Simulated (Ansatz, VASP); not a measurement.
**Two plane-wave programs on Cd3Te5**

```xyz
8
Lattice="6.2022 0.0000 0.0000 0.0000 6.2022 0.0000 0.0000 0.0000 6.2022" Properties=species:S:1:pos:R:3 pbc="T T T"
Cd    3.1011    6.2022    0.0000
Cd    6.2022    3.1011    6.2022
Cd    0.0000    0.0000    3.1011
Te    0.0000    3.1011    3.1011
Te    3.1011    6.2022    3.1011
Te    3.1011    3.1011    0.0000
Te    0.0000    0.0000    0.0000
Te    3.1011    3.1011    3.1011
```

Alike in both runs: task single point; functional PBE; k mesh 4 × 4 × 4; occupations gaussian, width 0.2 eV; no spin polarisation.

|  | VASP | Ansatz |
| --- | --- | --- |
| version | VASP 6.6.1 | Ansatz 0.2.0 |
| potentials or method | VASP PAW PBE potentials, release 64 (Cd, Te) | scalar-relativistic, plane waves, PAW |
| plane-wave cutoff (eV) | 520 | 420 |
| valence electrons in the cell | 66 | 140 |

|  | VASP | Ansatz | Ansatz less VASP |
| --- | --- | --- | --- |
| gap on the k mesh at the Fermi level (eV) | none | none | - |
| pressure (GPa) | -0.1 | -0.1 | -0.08 |

A gap of «none» marks a metal or a gap that the smearing closes. The two sets of potentials don't hold the same shells in valence.

The runs have no spin-orbit coupling, so splittings on Te are missing.
